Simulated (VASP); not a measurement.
# NaF in VASP: one cell, several levels of theory, part 2 of 2

The system is NaF, a lower-symmetry cell derived from the zincblende prototype, a generated structure that needn't be the ground state.

VASP 6.6.1, plane waves, PAW.

## 3. Single point with r2SCAN

File INCAR:

```
ENCUT = 520.000000
SIGMA = 0.010000
EDIFF = 1.00e-07
ALGO = Normal
METAGGA = R2SCAN
PREC = Accurate
IBRION = -1
ISIF = 2
ISMEAR = 0
NBANDS = 14
NELM = 120
NSW = 0
LASPH = .TRUE.
LCHARG = .TRUE.
LELF = .TRUE.
LWAVE = .FALSE.
LREAL = .FALSE.
```

File KPOINTS:

```
KPOINTS created by Atomic Simulation Environment
0
Gamma
8 8 8
0 0 0
```

File KPOINTS_OPT:

```
special points
6
Reciprocal
0.0000000000 0.0000000000 0.0000000000 1
-0.5000000000 -0.5000000000 0.0000000000 1
-0.3750000000 -0.3750000000 0.2500000000 1
-0.3750000000 0.0000000000 0.3750000000 1
0.0000000000 0.0000000000 0.5000000000 1
-0.5000000000 -0.2500000000 0.2500000000 1
```

File POSCAR:

```
Na F
 1.0000000000000000
     0.0000000000000000    2.5312613679000000    2.5312613679000000
     2.4059639302000000    0.0000000000000000    2.5312613679000000
     2.4059639302000000    2.5312613679000000    0.0000000000000000
 Na  F
   1   1
Cartesian
  0.0000000000000000  0.0000000000000000  0.0000000000000000
  1.2029819651000000  1.2656306839500000  1.2656306839500000
```

Launch:

```sh
$ mpirun -np 1 vasp_std
```

Standard output, without the iteration lines:

```text
POSCAR found type information on POSCAR NaF
 POSCAR found :  2 types and       2 ions
 -----------------------------------------------------------------------------
|                                                                             |
|                                                                             |
|     You enforced a specific xc type in the INCAR file but a different       |
|     I HOPE YOU KNOW WHAT YOU ARE DOING!                                     |
|                                                                             |
 -----------------------------------------------------------------------------

 LDA part: xc-table for (None), standard interpolation
 POSCAR, INCAR and KPOINTS ok, starting setup
 FFT: planning ... GRIDC
 FFT: planning ... GRID_SOFT
 FFT: planning ... GRID
 WAVECAR not read
 entering main loop
 Start KPOINTS_OPT (optional k-point list driver)
k-point batch [1-6\6]
```

OSZICAR:

```text
N       E                     dE             d eps       ncg     rms          rms(c)
DAV:   1     0.110343142001E+03    0.11034E+03   -0.78239E+03  1682   0.117E+03
DAV:   2    -0.999545855885E+01   -0.12034E+03   -0.11236E+03  1814   0.341E+02
DAV:   3    -0.161951353741E+02   -0.61997E+01   -0.61858E+01  2066   0.736E+01
DAV:   4    -0.162523852915E+02   -0.57250E-01   -0.57247E-01  1886   0.775E+00
DAV:   5    -0.162531396769E+02   -0.75439E-03   -0.75438E-03  2156   0.892E-01    0.541E+00
DAV:   6    -0.122637439130E+02    0.39894E+01   -0.17323E+00  2054   0.150E+01    0.166E+00
DAV:   7    -0.122893266405E+02   -0.25583E-01   -0.41962E-01  1928   0.657E+00    0.149E+00
DAV:   8    -0.123502193542E+02   -0.60893E-01   -0.32938E-01  1694   0.755E+00    0.129E+00
DAV:   9    -0.123137233702E+02    0.36496E-01   -0.16110E-01  2150   0.460E+00    0.111E-01
DAV:  10    -0.123140295806E+02   -0.30621E-03   -0.33172E-03  1682   0.625E-01    0.807E-02
DAV:  11    -0.123141163003E+02   -0.86720E-04   -0.78117E-04  1880   0.371E-01    0.385E-02
DAV:  12    -0.123140431706E+02    0.73130E-04   -0.16594E-04  2114   0.138E-01    0.684E-03
DAV:  13    -0.123140361035E+02    0.70671E-05   -0.62178E-06  1718   0.222E-02    0.819E-03
DAV:  14    -0.123140333097E+02    0.27938E-05   -0.14224E-06  1994   0.114E-02    0.349E-03
DAV:  15    -0.123140320063E+02    0.13034E-05   -0.10689E-06  1904   0.999E-03    0.410E-04
DAV:  16    -0.123140323027E+02   -0.29641E-06   -0.18622E-08   880   0.149E-03    0.369E-04
DAV:  17    -0.123140326984E+02   -0.39569E-06   -0.54822E-09   850   0.121E-03    0.494E-05
DAV:  18    -0.123140326907E+02    0.77177E-08   -0.11645E-09   826   0.436E-04
   1 F= -.12314033E+02 E0= -.12314033E+02  d E =-.294992-127
       N       E                     dE             ncg
DAV:   1     0.804896111740E+03   -0.34020E+04      168
DAV:   2     0.150231055610E+03   -0.65467E+03      186
DAV:   3     0.117606890060E+03   -0.32624E+02      210
DAV:   4     0.117276701932E+03   -0.33019E+00      186
DAV:   5     0.117272645274E+03   -0.40567E-02      228
DAV:   6     0.117272567072E+03   -0.78202E-04      192
DAV:   7     0.117272565227E+03   -0.18458E-05      234
DAV:   8     0.117272565185E+03   -0.42009E-07      160
```

From OUTCAR:

```text
k-points           NKPTS =     59   k-points in BZ     NKDIM =     59   number of bands    NBANDS=     14

   NELECT =      14.0000    total number of electrons

   dimension x,y,z NGX =    28 NGY =   28 NGZ =   28
   dimension x,y,z NGXF=    56 NGYF=   56 NGZF=   56

  energy-cutoff  :      520.00
  volume of cell :       30.83
      direct lattice vectors                 reciprocal lattice vectors
     0.000000000  2.531261368  2.531261368    -0.207816914  0.197529977  0.197529977
     2.405963930  0.000000000  2.531261368     0.207816914 -0.197529977  0.197529977
     2.405963930  2.531261368  0.000000000     0.207816914  0.197529977 -0.197529977

 k-points in reciprocal lattice and weights: KPOINTS created by Atomic Simulation Env
   0.00000000  0.00000000  0.00000000       0.002
   0.12500000  0.00000000  0.00000000       0.016
   0.25000000  0.00000000  0.00000000       0.016
   0.37500000  0.00000000  0.00000000       0.016
   0.50000000  0.00000000  0.00000000       0.008
   0.12500000  0.12500000  0.00000000       0.008
   0.25000000  0.12500000  0.00000000       0.031
   0.37500000  0.12500000  0.00000000       0.031
[... 51 more k-points ...]

 E-fermi :  -3.6688

 k-point     1 :       0.0000    0.0000    0.0000
  band No.  band energies     occupation
      1     -23.7632      2.00000
      2     -23.0949      2.00000
      3     -23.0875      2.00000
      4     -23.0873      2.00000
      5      -3.8632      2.00000
      6      -3.8632      2.00000
      7      -3.8368      2.00000
      8       2.5865      0.00000
      9      17.1344      0.00000
     10      17.1345      0.00000
     11      17.3009      0.00000
     12      18.2102      0.00000
     13      18.2106      0.00000
     14      18.7919      0.00000

 k-point     2 :       0.1250    0.0000    0.0000
  band No.  band energies     occupation
      1     -23.8563      2.00000
      2     -23.0946      2.00000
      3     -23.0897      2.00000
      4     -22.9875      2.00000
      5      -4.0156      2.00000
      6      -3.8714      2.00000
      7      -3.8461      2.00000
      8       3.0221      0.00000
      9      15.0007      0.00000
     10      16.2871      0.00000
     11      16.8013      0.00000
     12      18.1536      0.00000
     13      18.1878      0.00000
     14      18.8432      0.00000

 k-point     3 :       0.2500    0.0000    0.0000
  band No.  band energies     occupation
      1     -24.0180      2.00000
      2     -23.0985      2.00000
      3     -23.0954      2.00000
      4     -22.8047      2.00000
      5      -4.3449      2.00000
      6      -3.8915      2.00000
      7      -3.8490      2.00000
      8       4.1468      0.00000
      9      12.2832      0.00000
     10      15.1781      0.00000
     11      15.9041      0.00000
     12      17.9281      0.00000
     13      18.6906      0.00000
     14      19.1716      0.00000

 k-point     4 :       0.3750    0.0000    0.0000
  band No.  band energies     occupation
      1     -24.1384      2.00000
      2     -23.1025      2.00000
      3     -23.1012      2.00000
      4     -22.6635      2.00000
      5      -4.6151      2.00000
      6      -3.9116      2.00000
      7      -3.8518      2.00000
      8       5.6576      0.00000
      9       9.8707      0.00000
     10      14.4684      0.00000
     11      15.2393      0.00000
     12      17.8701      0.00000
     13      19.3056      0.00000
     14      19.8656      0.00000

 k-point     5 :       0.5000    0.0000    0.0000
  band No.  band energies     occupation
      1     -24.1816      2.00000
      2     -23.1042      2.00000
      3     -23.1036      2.00000
      4     -22.6122      2.00000
      5      -4.7139      2.00000
      6      -3.9199      2.00000
      7      -3.8530      2.00000
      8       6.9559      0.00000
      9       8.2807      0.00000
     10      14.2286      0.00000
     11      15.0055      0.00000
     12      17.9386      0.00000
     13      19.5720      0.00000
     14      20.2140      0.00000

 k-point     6 :       0.1250    0.1250    0.0000
  band No.  band energies     occupation
      1     -23.8854      2.00000
      2     -23.1004      2.00000
      3     -23.0915      2.00000
      4     -22.9485      2.00000
      5      -4.0361      2.00000
      6      -3.8817      2.00000
      7      -3.8576      2.00000
      8       3.1379      0.00000
      9      14.7091      0.00000
     10      16.1875      0.00000
     11      16.4673      0.00000
     12      16.8057      0.00000
     13      19.2949      0.00000
     14      19.9733      0.00000

 k-point     7 :       0.2500    0.1250    0.0000
  band No.  band energies     occupation
      1     -24.0131      2.00000
      2     -23.1055      2.00000
      3     -23.0970      2.00000
      4     -22.8006      2.00000
      5      -4.2700      2.00000
      6      -3.9040      2.00000
      7      -3.8763      2.00000
      8       3.9908      0.00000
      9      12.7893      0.00000
     10      14.7826      0.00000
     11      15.7772      0.00000
     12      17.3542      0.00000
     13      19.3991      0.00000
     14      20.4110      0.00000

 k-point     8 :       0.3750    0.1250    0.0000
  band No.  band energies     occupation
      1     -24.1332      2.00000
      2     -23.1120      2.00000
      3     -23.1038      2.00000
      4     -22.6567      2.00000
      5      -4.5182      2.00000
      6      -3.9452      2.00000
      7      -3.8861      2.00000
      8       5.3183      0.00000
      9      10.6351      0.00000
     10      13.7601      0.00000
     11      15.2125      0.00000
     12      17.9496      0.00000
     13      19.7193      0.00000
     14      20.5249      0.00000

 k-point     9 :       0.5000    0.1250    0.0000
  band No.  band energies     occupation
      1     -24.1930      2.00000
      2     -23.1182      2.00000
      3     -23.1060      2.00000
      4     -22.5825      2.00000
      5      -4.6474      2.00000
      6      -3.9882      2.00000
      7      -3.8808      2.00000
      8       6.7909      0.00000
      9       8.7734      0.00000
     10      13.3142      0.00000
     11      14.8885      0.00000
     12      18.5118      0.00000
     13      19.7412      0.00000
     14      20.5484      0.00000

[... the tables of k-points 10 to 59 left out ...]

  Total        0.3259758      0.3462930      0.3462930      0.0000000      0.0000000      0.0000000
  in kB       16.9395902     17.9953870     17.9953870      0.0000000      0.0000000      0.0000000
  external PRESSURE =      17.6434547 kB  Pullay stress =       0.0000000 kB

 POSITION                                       TOTAL-FORCE (eV/Angst)
 -----------------------------------------------------------------------------------
      0.00000      0.00000      0.00000         0.000000      0.000000      0.000000
      1.20298      1.26563      1.26563        -0.000000     -0.000000     -0.000000
 -----------------------------------------------------------------------------------
    total drift:                                0.000005     -0.000008     -0.000007

  FREE ENERGIE OF THE ION-ELECTRON SYSTEM (eV)
  ---------------------------------------------------
  free  energy   TOTEN  =       -12.3140326907 eV

  energy  without entropy=      -12.3140326907  energy(sigma->0) =      -12.31403269
```

Hardware: 1 MPI rank of Intel Xeon 6975P-C, shared host.

The levels at the points of KPOINTS_OPT are read from vasprun.xml.

Levels at the named points, in eV from the top of band v (v: the last filled band by count, c: the next):

```csv
point,v−1,v,c,c+1
Γ,-0.03,0.00,6.42,20.97
X,-0.15,-0.13,10.60,12.86
U,-0.39,-0.10,11.13,12.93
K,-0.39,-0.10,11.13,12.93
L,-0.08,-0.02,10.79,12.12
W,-0.45,-0.20,11.32,12.97
```

r2SCAN gives a direct gap of 6.42 eV at Γ. Pressure: 1.76 GPa; the forces vanish within 0.01 eV/Å.

## 4. Summary

What follows sums up all 2 parts.

| level | gap (eV) | pressure (GPa) | Ansatz: gap (eV) | Ansatz: pressure (GPa) |
| --- | --- | --- | --- | --- |
| PBE | 5.76 | 4.24 | 5.78 | 4.19 |
| r2SCAN | 6.42 | 1.76 | 6.41 | 2.08 |

The gap spans 5.76 eV (PBE) to 6.42 eV (r2SCAN). The pressure is highest with PBE (4.2 GPa) and lowest with r2SCAN (1.8 GPa), which orders the cells that they would relax to. The two programs agree on the gap within 0.03 eV, far less than the spread between functionals. The two codes have different PAW datasets and cutoffs. VASP's cell holds 14 valence electrons and Ansatz's 16.
